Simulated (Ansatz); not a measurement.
**Nb in Ansatz: the effect of functional**

The system is Nb.

```
Nb
1.0
     0.00000    2.12901    2.12901
     2.12901    0.00000    2.12901
     2.12901    2.12901    0.00000
Nb
1
Direct
  0.00000 0.00000 0.00000
```

This isn't the form of Nb at room conditions, which is bcc.

The cell isn't the ideal one: volume scaled by 1.02.

Alike in all runs:

| Item | Value |
| --- | --- |
| Program | Ansatz 0.2.0 |
| Task | single point |
| Potentials or basis | Ansatz PAW |
| k mesh | 11 × 11 × 11 |
| Occupations | fermi-dirac, width 0.05 eV |
| Spin | no spin polarisation |

| functional | cutoff | pressure (GPa) |
| --- | --- | --- |
| LDA | 420 eV (not typed: the program's choice for these potentials) | ? |
| PBEsol | 420 eV (not typed: the program's choice for these potentials) | -10.2 |
| r2SCAN | 500 eV (not typed: the program's choice for these potentials) | -5.4 |

Q: What does the run with functional LDA give?

A: Pressure -13.7 GPa.

Caveats: the PAW data sets come from PBE, with cores solved anew for the run's functional, which leaves a small shift of forces and pressure.
